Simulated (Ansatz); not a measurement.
# MgSi (Cmcm) in Ansatz: notebook

Runs on MgSi. Level: PBEsol. Tasks: phonons, elastic constants.

All numbers are computed with Ansatz 0.2.0; they aren't measurements. Logs are shortened: lines on timing, memory, paths and dates and some standing lists are left out, and cuts for length are marked.

## (1) The structure

The structure is orthorhombic, space group Cmcm (No. 63). The conventional cell has a = 3.005 Å, b = 10.852 Å, c = 4.340 Å, α = 90.00°, β = 90.00°, γ = 90.00°. Si (site symmetry m2m) is surrounded by 4 Si at 2.66 to 3.01 Å and 7 Mg at 2.83 to 3.00 Å. Mg (site symmetry m2m) has 7 Si at 2.83 to 3.00 Å and 6 Mg at 3.01 to 3.18 Å as nearest neighbours.

The cell comes from a database or a generator and needn't be the stable form of this composition.

## (2) Phonons, PBEsol

input.yaml reads:

```yaml
crystal:
  lattice:
    - [1.502512, -5.426016, 0.0]
    - [1.502512, 5.426016, 0.0]
    - [0.0, 0.0, 4.340178]
  atoms:
    - { symbol: Si, position: [0.570638, 0.429362, 0.75] }
    - { symbol: Si, position: [0.429362, 0.570638, 0.25] }
    - { symbol: Mg, position: [0.168381, 0.831619, 0.25] }
    - { symbol: Mg, position: [0.831619, 0.168381, 0.75] }
hamiltonian:
  xc: pbesol
  pseudopotentials: { kind: paw }
kpoints:
  mp_grid: { grid: [8, 8, 6] }
scf:
  occupations: { method: fermi_dirac, width: 0.05 }
phonons:
  method: dfpt
```

Potentials or basis: Ansatz PAW.

Command:

```
$ ansatz run input.yaml --threads 2 --pin off --max-ram 5632MiB --backend cpu --events-out ev --progress --plain --runs-dir out
```

The log of the run:

```text
Warning: RAYON_NUM_THREADS=2 ignored (pool sized by the plan → 2); use --threads N
zone centre: on kpoints.mp_grid the ground state, and the responses unless they are solved on pairs of k-points, stand on 84 of the mesh's 384 k-points, reduced under 4 symmetry operations, with k and −k counted as one. Each operation leaves every solved displacement unchanged or reverses it
Engine: ansatz 0.2.0, x86_64-unknown-linux-gnu
Pseudopotentials: kind: paw
Pseudopotential: Si, paw, valence charge 4, recommended cutoff 420 eV (normal), Si.paw.azcp
Pseudopotential: Mg, paw, valence charge 10, recommended cutoff 420 eV (normal), Mg.paw.azcp
Functional definition: PBEsol
  exchange = pbesol_x
  correlation = pbesol_c
Crystal: 4 atoms, lattice volume = 70.768 Å³
Basis set: ecut = 420 eV, 1373 PW (Γ), exchange–correlation on 80×80×60 points (8 copies of the dense FFT grid, shifted against one another)
Bands: 18, of which v1, the nominal top of the filled ones, is band 14 counted from 1 (13 counted from 0)
Symmetry: 8 space group operations
k-points: 84 of 384 (irreducible under 4 space group operations, time reversal used)
Non-local potential: Si, projectors of the file, l = 0: 2, l = 1: 2, l = 2: 2
Non-local potential: Mg, projectors of the file, l = 0: 3, l = 1: 2, l = 2: 1
PAW form: soft (Blöchl's): semilocal exchange-correlation on the pseudo side does not see the compensation charge
PAW frozen core: Si, regenerated for the run's functional, and the local potential with it (the file was generated under x = pbe(κ = 0.804, μ = 0.2195149727645171), c = pbe(β = 0.06672455060314922))
PAW frozen core: Mg, regenerated for the run's functional, and the local potential with it (the file was generated under x = pbe(κ = 0.804, μ = 0.2195149727645171), c = pbe(β = 0.06672455060314922))
PAW one-centre angular grid: Si, 110 points (default); XC on 64 Gauss nodes
PAW one-centre angular grid: Mg, 110 points (default); XC on 64 Gauss nodes
Initial density: superposition of atomic densities (neutral atoms: chi_scale 0, normalization atom), corrected by the library's trained network
Initial wavefunctions: pseudopotential atomic-orbital guess
Functional: x = pbesol(κ = 0.804, μ = 0.12345679012345678), c = pbesol(β = 0.046)
SCF iter   1: F=—  HF=-5066.852249 eV  |F-HF|=—  |Δ(HF+E_count)|=         —  Δρ=1.72e-3  dr2=1.36e-3  ethr=1.77e-3  ⟨swp⟩=5.5  Hψ=7715  notcnv=0
preconditioner: auto → Kerker (q_TF=auto, 2.338 Å⁻¹)  [metal: Δε(μ)=0.014 eV  Ē_g=6.937 eV  σ=0.050 eV  W_gap=0.07  n_scr=14 (ndim 8)  ℏωp=15.3 eV  f_vac=0.000  D(μ)=2.29/eV (n_scr^D=14)]
SCF iter   2: F=—  HF=-5066.851287 eV  |F-HF|=—  |Δ(HF+E_count)|=   9.63e-4  Δρ=1.02e-3  dr2=5.78e-4  ethr=4.87e-6  ⟨swp⟩=2.5  Hψ=3311  notcnv=0
SCF iter   3: F=—  HF=-5066.851133 eV  |F-HF|=—  |Δ(HF+E_count)|=   1.54e-4  Δρ=2.48e-4  dr2=2.76e-5  ethr=2.06e-6  ⟨swp⟩=2.1  Hψ=2632  notcnv=0
SCF iter   4: F=—  HF=-5066.851130 eV  |F-HF|=—  |Δ(HF+E_count)|=   2.38e-6  Δρ=2.50e-4  dr2=1.54e-5  ethr=9.86e-8  ⟨swp⟩=2.0  Hψ=2687  notcnv=0
SCF iter   5: F=—  HF=-5066.851115 eV  |F-HF|=—  |Δ(HF+E_count)|=   1.57e-5  Δρ=1.04e-4  dr2=2.78e-6  ethr=5.49e-8  ⟨swp⟩=2.0  Hψ=2180  notcnv=0
SCF iter   6: F=—  HF=-5066.851111 eV  |F-HF|=—  |Δ(HF+E_count)|=   4.07e-6  Δρ=1.87e-5  dr2=9.51e-8  ethr=9.93e-9  ⟨swp⟩=2.0  Hψ=2251  notcnv=0
SCF iter   7: F=—  HF=-5066.851110 eV  |F-HF|=—  |Δ(HF+E_count)|=   1.01e-7  Δρ=7.95e-7  dr2=4.57e-10  ethr=3.40e-10  ⟨swp⟩=2.0  Hψ=2649  notcnv=0
SCF iter   8: F=—  HF=-5066.851110 eV  |F-HF|=—  |Δ(HF+E_count)|=  6.73e-11  Δρ=4.24e-7  dr2=5.73e-11  ethr=1.63e-12  ⟨swp⟩=2.0  Hψ=2672  notcnv=0
SCF iter   9: F=-5066.851110 eV  HF=-5066.851110 eV  |F-HF|=4.55e-12  |Δ(HF+E_count)|=  5.82e-11  Δρ=8.82e-8  dr2=2.57e-12  ethr=1.00e-12  ⟨swp⟩=5.1  Hψ=6001  notcnv=0
SCF 1 converged in 9 iterations: F = -5066.851110 eV  dr2 = 2.57e-12
DFPT response loops at Γ: preconditioner auto → Kerker (q_TF=auto, 2.338 Å⁻¹) (partly filled bands, converged f_vac=0.000); β = 1.00, the filter's whole step (`scf.mixing.beta` (0.50) is not read by the response loops under this deck's `scf.mixing.preconditioner`; to damp them name `kerker` or `kerker_dos`, under which they read `scf.mixing.beta`, and type it under 1.00, their step now; both keys bind the ground state too); Broyden in place of MSR1
SCF converged after 9 iterations
Free energy (F): -5066.851110 eV
Harris-Foulkes:  -5066.851110 eV  (|F-HF|=4.55e-12)
Internal energy: -5066.833412 eV  (E = F + TS)
E sigma→0 (E₀):  -5066.842261 eV
Entropy (-TS):   -0.017699 eV (-4.425 meV/atom)
Fermi energy:    8.091707 eV
--- Per-component energies (eV) ---
  E_band       = -643.118015
  E_kinetic    = 230.709967
  E_local      = -3325.817623  (includes V_loc(G=0)·N_el)
  E_nonlocal   = 243.677022
  E_hartree    = 1217.073374
  E_xc         = -167.272054
  E_vxc        = -168.711164  (∫ρ·V_xc dr)
  E_paw        = -1559.070009  (= ΣΔE_a)
  E_vpaw       = -57.122889  (= ΣTr[D̂ρ^β])
  E_aug_tail   = 0.000007  (compensation charges beyond the density's cutoff)
  E_ewald      = -1706.314940
  E_core_change = 0.180846  (= ΣΔE_core)
  E_smearing   = -0.017699  (= −TS)
  E_closure    = 0.000000  (closes the sum)
  Σ components = -5066.851110   (vs F -5066.851110, Δ=0.00e0)
--- Band table (eV; the first three rows and the last of 84) ---
  k-point 0: bands = ["-67.5944", "-67.5923", "-34.5429", "-34.5405", "-34.5313", "-34.5312", "-34.5276", "-34.5258", "-3.3092", "1.1322", "3.0715", "4.1555", "5.7436", "8.8318", "10.2336", "10.5025", "10.7750", "11.5235"]
  k-point 1: bands = ["-67.5943", "-67.5925", "-34.5433", "-34.5410", "-34.5310", "-34.5306", "-34.5276", "-34.5262", "-3.1029", "0.8469", "3.2146", "3.2664", "7.3171", "7.4682", "8.5127", "11.6830", "12.0128", "13.1350"]
  k-point 2: bands = ["-67.5939", "-67.5929", "-34.5436", "-34.5422", "-34.5299", "-34.5293", "-34.5277", "-34.5272", "-2.4916", "-0.2450", "3.1571", "3.7957", "5.6860", "6.5801", "10.4182", "12.1427", "13.4892", "14.2917"]
  k-point 83: bands = ["-67.5934", "-67.5934", "-34.5436", "-34.5436", "-34.5286", "-34.5286", "-34.5279", "-34.5279", "-1.2069", "-1.2069", "1.9614", "1.9614", "9.8139", "9.8139", "10.5247", "10.5247", "12.7186", "12.7186"]
--- Phonons (Γ-DFPT): 6 representative perturbations + reference, on 84 of 384 k-points (Σ response iterations 18) ---
  k mesh reduced under 4 symmetry operations, with k and −k counted as one. Each operation leaves every solved displacement unchanged or reverses it
  ASR residual: 9.836e-5 → 0.000e0 eV/Å²; symmetrization residual: 9.020e-6 eV/Å²
  ASR residual per site (eV/Å²): 1.05e-5 1.05e-5 9.84e-5 9.84e-5
  Γ frequencies (cm⁻¹): 0.00 0.00 0.00 123.64 124.94 165.34 179.69 204.62 235.83 236.51 237.47 244.24
  non-analytic LO–TO correction: not included (Born effective charges unavailable; polar crystals: no LO–TO splitting at Γ)
```

Run time: 71 s. Hardware: 2 threads of Intel Xeon at 2.50GHz (Skylake/Cascade Lake), shared host; peak memory 0.66 GiB.

What came out:

```
Free energy                   : -5066.8511 eV
Band gap on the k mesh        : none (metal or under the smearing width)
Highest phonon frequency at Γ : 244 cm⁻¹
```

Phonon frequencies in cm⁻¹ (negative: imaginary):
| q point | frequencies |
| --- | --- |
| (0.000, 0.000, 0.000) | 0 0 0 124 125 165 180 205 236 237 237 244 |

Caveat: the PAW data sets come from PBE, with cores solved anew for the run's functional, which leaves a small shift of forces and pressure.

## (3) Elastic constants, PBEsol

input.yaml: that of step 2 with these lines changed.

```diff
@@ -17,3 +17,7 @@
   occupations: { method: fermi_dirac, width: 0.05 }
-phonons:
-  method: dfpt
+output:
+  forces: true
+  stress: true
+elastic:
+  mode: relaxed_ion
+  stencil: two_point
```

Potentials or basis: Ansatz PAW.

Command:

```
$ ansatz run input.yaml --threads 2 --pin off --max-ram 5632MiB --backend cpu --events-out ev --progress --plain --runs-dir out
```

The log of the run:

```text
Warning: RAYON_NUM_THREADS=2 ignored (pool sized by the plan → 2); use --threads N
[... 7 set-up lines as earlier in the session ...]
Crystal: 4 atoms, lattice volume = 70.768 Å³
Basis set: ecut = 420 eV, 1373 PW (Γ), exchange–correlation on 80×80×60 points (8 copies of the dense FFT grid, shifted against one another)
Bands: 18, of which v1, the nominal top of the filled ones, is band 14 counted from 1 (13 counted from 0)
[... 1 set-up line as earlier in the session ...]
Space group: Cmcm (ITA 63), of the structure as read, at distance tolerance 4.1e-5 Å
k-points: 84 of 384
[... 10 set-up lines as earlier in the session ...]
SCF iter   1: F=—  HF=-5066.852236 eV  |F-HF|=—  |Δ(HF+E_count)|=         —  Δρ=1.72e-3  dr2=1.36e-3  ethr=1.77e-3  ⟨swp⟩=5.5  Hψ=7715  notcnv=0
preconditioner: auto → Kerker (q_TF=auto, 2.338 Å⁻¹)  [metal: Δε(μ)=0.014 eV  Ē_g=6.937 eV  σ=0.050 eV  W_gap=0.07  n_scr=14 (ndim 8)  ℏωp=15.3 eV  f_vac=0.000  D(μ)=2.29/eV (n_scr^D=14)]
SCF iter   2: F=—  HF=-5066.851272 eV  |F-HF|=—  |Δ(HF+E_count)|=   9.63e-4  Δρ=1.02e-3  dr2=5.78e-4  ethr=4.87e-6  ⟨swp⟩=2.5  Hψ=3311  notcnv=0
SCF iter   3: F=—  HF=-5066.851117 eV  |F-HF|=—  |Δ(HF+E_count)|=   1.55e-4  Δρ=2.48e-4  dr2=2.76e-5  ethr=2.06e-6  ⟨swp⟩=2.1  Hψ=2632  notcnv=0
SCF iter   4: F=—  HF=-5066.851130 eV  |F-HF|=—  |Δ(HF+E_count)|=   1.23e-5  Δρ=2.50e-4  dr2=1.54e-5  ethr=9.86e-8  ⟨swp⟩=2.0  Hψ=2687  notcnv=0
SCF iter   5: F=—  HF=-5066.851113 eV  |F-HF|=—  |Δ(HF+E_count)|=   1.64e-5  Δρ=1.04e-4  dr2=2.80e-6  ethr=5.51e-8  ⟨swp⟩=2.0  Hψ=2180  notcnv=0
SCF iter   6: F=—  HF=-5066.851111 eV  |F-HF|=—  |Δ(HF+E_count)|=   2.86e-6  Δρ=1.88e-5  dr2=9.67e-8  ethr=1.00e-8  ⟨swp⟩=2.0  Hψ=2251  notcnv=0
SCF iter   7: F=—  HF=-5066.851110 eV  |F-HF|=—  |Δ(HF+E_count)|=   1.03e-7  Δρ=8.09e-7  dr2=4.56e-10  ethr=3.45e-10  ⟨swp⟩=2.0  Hψ=2649  notcnv=0
SCF iter   8: F=—  HF=-5066.851110 eV  |F-HF|=—  |Δ(HF+E_count)|=  6.55e-11  Δρ=4.16e-7  dr2=5.59e-11  ethr=1.63e-12  ⟨swp⟩=2.0  Hψ=2681  notcnv=0
SCF iter   9: F=—  HF=-5066.851110 eV  |F-HF|=—  |Δ(HF+E_count)|=  5.18e-11  Δρ=8.88e-8  dr2=2.70e-12  ethr=2.00e-13 (applied; sched 1.00e-12)  ⟨swp⟩=2.1  Hψ=2411  notcnv=0  defer=1
SCF iter  10: F=-5066.851110 eV  HF=-5066.851110 eV  |F-HF|=9.09e-13  |Δ(HF+E_count)|=  1.82e-12  Δρ=8.23e-9  dr2=2.70e-14  ethr=1.00e-12  ⟨swp⟩=3.3  Hψ=6285  notcnv=0
SCF 1 converged in 10 iterations: F = -5066.851110 eV  dr2 = 2.70e-14
relax step   1: F+E_penalty+E_count = -5066.85111042 eV  Δ(F+E_penalty+E_count) = +0.000e0 eV  max|allowed force component| = 2.852e-1 eV/Å  Δτ_max = 0.0000 Å  (10 SCF iters, accepted)
Initial density: handed on by an earlier stage of this run
[... 538 lines left out ...]
       -2.731483       0.000000       0.000000
        0.000000      -2.872516       0.000000
        0.000000       0.000000       2.506030
  P = ⅓ Tr σ = -1.0327 GPa (-10.327 kbar)
--- Band table (eV; the first three rows and the last of 84) ---
  k-point 0: bands = ["-67.6157", "-67.6139", "-34.5655", "-34.5607", "-34.5522", "-34.5518", "-34.5510", "-34.5463", "-3.4275", "1.3021", "3.1692", "3.9775", "5.4786", "8.9976", "10.1455", "10.5484", "11.0231", "11.3561"]
  k-point 1: bands = ["-67.6156", "-67.6141", "-34.5656", "-34.5614", "-34.5519", "-34.5516", "-34.5507", "-34.5466", "-3.2194", "0.9485", "3.0681", "3.3632", "7.2808", "7.3985", "8.5890", "11.5222", "12.0028", "13.3301"]
  k-point 2: bands = ["-67.6153", "-67.6144", "-34.5654", "-34.5630", "-34.5513", "-34.5511", "-34.5498", "-34.5474", "-2.6012", "-0.2852", "3.1387", "3.8825", "5.7625", "6.7102", "10.1822", "12.0064", "13.5411", "14.2832"]
  k-point 83: bands = ["-67.6148", "-67.6148", "-34.5649", "-34.5649", "-34.5506", "-34.5506", "-34.5486", "-34.5486", "-1.3264", "-1.3264", "2.0611", "2.0611", "9.9726", "9.9726", "10.5305", "10.5305", "12.6502", "12.6502"]
--- Elastic constants: 6 strain directions × 2 members + reference (group order 8) ---
  dense FFT box of the reference and of every strained cell: 40×40×30
  strains applied: 11, 22, 33, 23, 13, 12; error gains: componentwise 1.00 (the most a stress slope's error grows in a printed constant), spectral 1.00 (1 for all six strains in a standard setting)
  reference relaxed by the batch: 5 steps; max|allowed force component| 2.85e-1 eV/Å at the deck's positions, 1.10e-5 at the last accepted step, 1.10e-5 by the solve of record
  largest displacement 5.6e-2 Å; the constants are those of the deck's cell at these positions:
  atoms:
    - { symbol: Si, position: [0.5655035671452785, 0.4344964328547215, 0.75] }
    - { symbol: Si, position: [0.4344964328547215, 0.5655035671452785, 0.25] }
    - { symbol: Mg, position: [0.16568365496232096, 0.834316345037679, 0.25] }
    - { symbol: Mg, position: [0.834316345037679, 0.16568365496232096, 0.75] }
  C = ∂σ_k/∂η_j (tension-positive GPa; Voigt order 11 22 33 23 13 12):
       122.204     14.778     -5.665      0.000      0.000      0.000
        14.699     63.324    106.549      0.000      0.000      0.000
        -0.692    112.185     69.331      0.000      0.000      0.000
         0.000      0.000      0.000     -4.351      0.000      0.000
         0.000      0.000      0.000      0.000     46.868      0.000
         0.000      0.000      0.000      0.000      0.000     17.539
  reference stress σ⁰ (GPa):      2.731      2.873     -2.506     -0.000     -0.000     -0.000
  C* (energy form; C + prestress term) asymmetry max|C*_kj − C*_jk| = 2.645e-1 GPa — a small one proves nothing (zero by symmetry where the batch's group is 432, −43m or m−3m); a large one is finite-difference/SCF noise where every solve meets its electron count
  moduli (Voigt/Reuss/Hill, GPa): K = 55.19/54.28/54.73   G = 20.94/-27.55/-3.31   E = -10.12   ν = 0.531
  mechanically stable: NO (min eigenvalue of sym C = -44.07 GPa)
  strain η (Voigt 11):  stress-route row diagonal C_11 = 122.20 GPa, energy-path curvature d²(F+E_count+ΔE)/dδ²/Ω₀ = 122.18 GPa
         δ    σ_11 (GPa)             F (eV)   n_scf  n_hpsi   n_pw
    -2.000e-3       2.4859       -5066.8752001      10   29014   1400   relax 2 steps, max|allowed force component| 8.68e-6 eV/Å
     2.000e-3       2.9747       -5066.8703772      10   29105   1405   relax 2 steps, max|allowed force component| 1.20e-5 eV/Å
  strain η (Voigt 22):  stress-route row diagonal C_22 = 63.32 GPa, energy-path curvature d²(F+E_count+ΔE)/dδ²/Ω₀ = 63.24 GPa
         δ    σ_22 (GPa)             F (eV)   n_scf  n_hpsi   n_pw
    -2.000e-3       2.7406       -5066.8753769      10   29112   1402   relax 2 steps, max|allowed force component| 1.13e-5 eV/Å
     2.000e-3       2.9939       -5066.8703067       9   27935   1404   relax 2 steps, max|allowed force component| 3.90e-5 eV/Å
  strain η (Voigt 33):  stress-route row diagonal C_33 = 69.33 GPa, energy-path curvature d²(F+E_count+ΔE)/dδ²/Ω₀ = 68.97 GPa
         δ    σ_33 (GPa)             F (eV)   n_scf  n_hpsi   n_pw
    -2.000e-3      -2.6396       -5066.8706226       9   28012   1400   relax 3 steps, max|allowed force component| 1.12e-7 eV/Å
     2.000e-3      -2.3623       -5066.8750479      10   29930   1408   relax 3 steps, max|allowed force component| 1.93e-6 eV/Å
  strain η (Voigt 23):  stress-route row diagonal C_44 = -4.35 GPa, energy-path curvature d²(F+E_count+ΔE)/dδ²/Ω₀ = -4.53 GPa
         δ    σ_23 (GPa)             F (eV)   n_scf  n_hpsi   n_pw
    -2.000e-3       0.0087       -5066.8729009       9   38036   1404   relax 4 steps, max|allowed force component| 1.92e-6 eV/Å
     2.000e-3      -0.0087       -5066.8729009      10   39357   1404   relax 2 steps, max|allowed force component| 4.62e-5 eV/Å
  strain η (Voigt 13):  stress-route row diagonal C_55 = 46.87 GPa, energy-path curvature d²(F+E_count+ΔE)/dδ²/Ω₀ = 46.82 GPa
         δ    σ_13 (GPa)             F (eV)   n_scf  n_hpsi   n_pw
    -2.000e-3      -0.0937       -5066.8728553       9   38140   1402   relax 1 steps, max|allowed force component| 2.98e-5 eV/Å
     2.000e-3       0.0937       -5066.8728553       9   38145   1402   relax 1 steps, max|allowed force component| 2.98e-5 eV/Å
  strain η (Voigt 12):  stress-route row diagonal C_66 = 17.54 GPa, energy-path curvature d²(F+E_count+ΔE)/dδ²/Ω₀ = 16.14 GPa
         δ    σ_12 (GPa)             F (eV)   n_scf  n_hpsi   n_pw
    -2.000e-3      -0.0351       -5066.8728832      10   47244   1404   relax 2 steps, max|allowed force component| 3.49e-5 eV/Å
     2.000e-3       0.0351       -5066.8728832      10   47240   1404   relax 2 steps, max|allowed force component| 2.57e-5 eV/Å
```

elastic.tsv:

```text
[... 17 lines left out ...]
6	0.0000000000e0	0.0000000000e0	0.0000000000e0	0.0000000000e0	0.0000000000e0	1.7539414327e1	0.0000000000e0	0.0000000000e0	0.0000000000e0	0.0000000000e0	0.0000000000e0	1.7539414327e1	0.0000000000e0	0.0000000000e0	0.0000000000e0	0.0000000000e0	0.0000000000e0	7.6785550808e-3
```

elastic_members.tsv:

```text
# convention: tension-positive GPa; Voigt order 11 22 33 23 13 12; engineering shear strains; stresses and constants hold the Pulay correction, whose part of sigma0, of c and of each member's stress the lines and columns named pulay_correction_..._gpa give (of c_energy it is that of c and, on the columns of strains 1 to 3, that of sigma0; of a layer's constants it is that of c in the plane, times a tenth of its plane spacing in ang); where a line pulay_correction_withheld stands none holds it
[... 22 lines left out ...]
5	2.0000000000e-3	2.7311534210e0	2.8719295289e0	-2.5048526270e0	0.0000000000e0	0.0000000000e0	3.5078036860e-2	-5.0668728832e3	-5.0668658454e3	10	47240	1404	2	2.5681617632e-5	0.0000000000e0	-1.4428570446e-2	-1.5137320358e-2	-1.5418304705e-2	-0.0000000000e0	-0.0000000000e0	1.5412098818e-5	1.3326993194e-5	0.0000000000e0
```

Run time: 4.5 min. Hardware: 2 threads of Intel Xeon at 2.50GHz (Skylake/Cascade Lake), shared host; peak memory 0.52 GiB.

Results:

```yaml
Free_energy: -5066.8729 eV
Pressure: -1.0 GPa
Band_gap_on_the_k_mesh: none (metal or under the smearing width)
Voigt_bulk_modulus: 55 GPa
```

Levels at points of the mesh, in eV from the Fermi level:
```csv
k point,band 12,band 13,band 14,band 15,band 16,band 17
"(0.00, 0.00, 0.00)",-4.14,-2.64,0.88,2.03,2.43,2.90
"(0.00, 0.00, -0.50)",-4.24,-2.69,-2.69,4.63,4.63,5.12
"(0.00, -0.50, 0.00)",-2.93,-1.92,-0.53,-0.11,1.93,1.95
"(0.00, -0.50, -0.50)",-4.18,-2.59,-2.59,-0.20,-0.20,2.74
"(-0.50, -0.50, 0.00)",-3.04,-1.67,-0.87,0.96,2.11,3.07
"(-0.50, -0.50, -0.50)",-6.06,1.85,1.85,2.41,2.41,4.53
```

Elastic tensor in Voigt notation (GPa, in the Cartesian axes of the cell as first typed):
```
122  15  -6   0   0   0
 15  63 107   0   0   0
 -1 112  69   0   0   0
  0   0   0  -4   0   0
  0   0   0   0  47   0
  0   0   0   0   0  18
```

Caveat: the elastic tensor has a negative eigenvalue, so either the cell is unstable as it stands or the mesh is too thin; the PAW data sets come from PBE, with cores solved anew for the run's functional, which leaves a small shift of forces and pressure.
